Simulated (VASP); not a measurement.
# Cs (C2/m) in VASP: further runs, part 2 of 2

VASP 6.6.1. The steps go on from the part before.

### Step 4. Single point, PBEsol

INCAR

```
ADDGRID = False
ALGO = Normal
EDIFF = 1E-6
ENCUT = 400
GGA = PS
ISIF = 2
ISMEAR = 1
LASPH = True
LCHARG = False
LREAL = False
LWAVE = False
NELM = 100
PREC = Accurate
SIGMA = 0.1
```

KPOINTS

```
k-points
0
Gamma
  11 11 11
```

POSCAR

```
Cs
1.0
    3.0190110000     -4.3381320000      0.0000000000
    3.0190110000      4.3381320000      0.0000000000
   -2.5749360000      0.0000000000      4.4138870000
Cs
1
Direct
    0.0000000000      0.0000000000      0.5000000000
```

Potentials or basis: VASP PAW PBE potentials, release 64 (Cs_sv).

Command:

```console
$ cat potpaw_PBE.64/Cs_sv/POTCAR > POTCAR
$ mpirun -np 1 vasp_std > vasp.out
```

OUTCAR:

```text
EDIFF = 1E-6
   ENCUT = 400
   GGA = PS
   ISIF = 2
   ISMEAR = 1
   LASPH = True
   LREAL = False
   NELM = 100
   PREC = Accurate

 Found    366 irreducible k-points:

 Following reciprocal coordinates:
            Coordinates               Weight
  0.000000  0.000000  0.000000      1.000000
  0.090909  0.000000  0.000000      4.000000
  0.181818  0.000000  0.000000      4.000000
  0.272727 -0.000000  0.000000      4.000000
  0.363636  0.000000  0.000000      4.000000
  0.454545  0.000000 -0.000000      4.000000
   k-points           NKPTS =    366   k-points in BZ     NKDIM =    366   number of bands    NBANDS=      8
   number of dos      NEDOS =    301   number of ions     NIONS =      1
   total plane-waves  NPLWV =  46656
   dimension x,y,z NGX =    36 NGY =   36 NGZ =   36
   dimension x,y,z NGXF=    72 NGYF=   72 NGZF=   72
   ions per type =               1
   NGX,Y,Z   is equivalent  to a cutoff of  11.32, 11.32, 11.71 a.u.
   NGXF,Y,Z  is equivalent  to a cutoff of  22.65, 22.65, 23.42 a.u.
 SYSTEM =  unknown system
   PREC   = accura    normal or accurate (medium, high low for compatibility)
   ISTART =      0    job   : 0-new  1-cont  2-samecut
   ICHARG =      2    charge: 1-file 2-atom 10-const
   ISPIN  =      1    spin polarized calculation?
   LNONCOLLINEAR =      F non collinear calculations
   LSORBIT =      F    spin-orbit coupling
   LASPH  =      T    aspherical Exc in radial PAW
   ENCUT  =  400.0 eV  29.40 Ry    5.42 a.u.   8.62  8.62  8.33*2*pi/ulx,y,z
   NELM   =    100;   NELMIN=  2; NELMDL= -5     # of ELM steps
   EDIFF  = 0.1E-05   stopping-criterion for ELM
   LREAL  =      F    real-space projection
   EDIFFG = 0.1E-04   stopping-criterion for IOM
   NSW    =      0    number of steps for IOM
   IBRION =     -1    ionic relax: 0-MD 1-quasi-New 2-CG
   NFREE  =      0    steps in history (QN), initial steepest desc. (CG)
   ISIF   =      2    stress and relaxation
   ISYM   =      2    0-nonsym 1-usesym 2-fastsym
   POTIM  = 0.5000    time-step for ionic-motion
   TEBEG  =    0.0;   TEEND  =   0.0 temperature during run
   PSTRESS=    0.0 pullay stress
   NELECT =       9.0000    total number of electrons
   NUPDOWN=      -1.0000    fix difference up-down
   EMIN   =  10.00;   EMAX   =-10.00  energy-range for DOS
   EFERMI =   0.00;   METHOD = LEGACY
   ISMEAR =     1;   SIGMA  =   0.10  broadening in eV -4-tet -1-fermi 0-gaus
   EFERMI_NEDOS =   21; number of points for ismear=-14 and -15
   IALGO  =     38    algorithm
   IMIX   =      4    mixing-type and parameters
     AMIX     =   0.40;   BMIX     =  1.00
     AMIX_MAG =   1.60;   BMIX_MAG =  1.00
  volume/ion in A,a.u.               =     115.62       780.22
  Fermi-wavevector in a.u.,A,eV,Ry     =   0.699009  1.320936  6.647992  0.488614
  Thomas-Fermi vector in A             =   1.782770
   LORBIT       =      0    0 simple, 1 ext, 2 COOP (PROOUT), +10 PAW based schemes
   GGA     = PS    functional components
   LHFCALC =     F    Hartree Fock is set to
   AEXX    =    0.0000 exact exchange contribution
   IVDW    =     0    specifies the selected vdW correction
   LEPSILON=     F    determine dielectric tensor
   LRPA    =     F    only Hartree local field effects (RPA)
 non-spin polarized calculation
 Methfessel and Paxton  Order N= 1 SIGMA  =   0.10
  energy-cutoff  :      400.00
  volume of cell :      115.62
 maximum number of plane-waves:      2123
   NGX = 17   NGY = 17   NGZ = 17

 number of electron       8.9999999 magnetization

 Free energy of the ion-electron system (eV)
  ---------------------------------------------------
  ext. energy  EPLUGINS =         0.00000000
  ---------------------------------------------------
  free energy    TOTEN  =        -0.93566051 eV

  energy without entropy =       -0.93568313  energy(sigma->0) =       -0.93566805

 E-fermi :   0.3649     XC(G=0):  -5.4626

 val. band max:        0.3595529290   @ k =  -0.1818   0.0909   0.4545
 cond. band min:       0.3701269089   @ k =   0.2727   0.0909   0.1818
 fundamental gap:      0.0105739799
 Fermi energy:         0.3649246702

 k-point     1 :       0.0000    0.0000    0.0000
  band No.  band energies     occupation
      1     -23.4965      2.00000
      2     -10.2246      2.00000
      3     -10.2158      2.00000
      4     -10.2069      2.00000
      5      -1.3157      2.00000
      6       2.6115      0.00000
      7       2.7691      0.00000
      8       3.0695      0.00000
[... 45 lines left out ...]
 k-point     6 :       0.4545    0.0000   -0.0000
  band No.  band energies     occupation
      1     -23.4914      2.00000
      2     -10.3422      2.00000
      3     -10.2475      2.00000
      4     -10.2113      2.00000
      5       0.2471      2.07021
      6       1.1718     -0.00000
      7       1.9665     -0.00000
      8       3.7779      0.00000

 [... further k-points ...]
[... 5 lines left out ...]
  --------------------------------------------------------------------------------------
  -------------------------------------------------------------------------------------
  Total       -0.0885595     -0.0838813     -0.0835358      0.0000000      0.0000000     -0.1011454
  in kB       -1.2272337     -1.1624034     -1.1576156      0.0000000      0.0000000     -1.4016453
  external PRESSURE =      -1.1824176 kB  Pullay stress =       0.0000000 kB

 VOLUME and BASIS-vectors are now :
 -----------------------------------------------------------------------------
  energy-cutoff  :      400.00
  volume of cell :      115.62
      direct lattice vectors                 reciprocal lattice vectors
     3.019011000 -4.338132000  0.000000000     0.165617151 -0.115256982  0.096616330
     3.019011000  4.338132000  0.000000000     0.165617151  0.115256982  0.096616330
    -2.574936000  0.000000000  4.413887000     0.000000000  0.000000000  0.226557680

 POSITION                                       TOTAL-FORCE (eV/Angst)
 -----------------------------------------------------------------------------------
     -1.28747      0.00000      2.20694         0.000000      0.000000      0.000000
 -----------------------------------------------------------------------------------
    total drift:                                0.000000     -0.000000      0.000000

  FREE ENERGIE OF THE ION-ELECTRON SYSTEM (eV)
  ---------------------------------------------------
  free  energy   TOTEN  =        -0.9356605064 eV

  energy  without entropy=       -0.9356831253  energy(sigma->0) =       -0.93566805
```

Run time: 1.7 min. Hardware: 1 thread of Intel Xeon Platinum 8488C (Sapphire Rapids), shared host; peak memory 0.36 GiB.

These settings aren't checked as converged: the numbers below hold their error.

What came out:

```yaml
Free_energy: -0.9357 eV
Pressure: -0.1 GPa
Band_gap_on_the_k_mesh: none (metal or under the smearing width)
```

Caveat: the PAW data sets were made with another functional, which shifts forces and pressure a little.

### Step 5. Single point, PBEsol

INCAR is that of step 4.

KPOINTS is that of step 4.

POSCAR

```
Cs
1.0
    3.0286440000     -4.4025590000     -0.0553060000
    2.9811710000      4.3695220000      0.0984760000
   -2.5313490000      0.0923220000      4.3694900000
Cs
1
Direct
   -0.0054440000      0.0010830000      0.4979030000
```

Command:

```console
$ cat potpaw_PBE.64/Cs_sv/POTCAR > POTCAR
$ mpirun -np 1 vasp_std > vasp.out
```

It took 2.3 min on 1 thread of Intel Xeon Platinum 8488C (Sapphire Rapids), shared host; peak memory 0.51 GiB.

These settings aren't checked as converged: the numbers below hold their error.

Results:

- Free energy: -0.9338 eV
- Pressure: -0.1 GPa
- Band gap on the k mesh: none (metal or under the smearing width)

Caveat: the PAW data sets were made with another functional, which shifts forces and pressure a little.

### Step 6. For comparison

An earlier run on the cell as given: functional PBE; potentials or basis VASP PAW PBE potentials, release 64 (Cs_sv); cutoff 520 eV; k mesh 6 × 6 × 6; occupations fermi-dirac, width 0.05 eV; no spin polarisation.

- Pressure: 0.0 GPa
- Band gap on the k mesh: none (metal or under the smearing width)
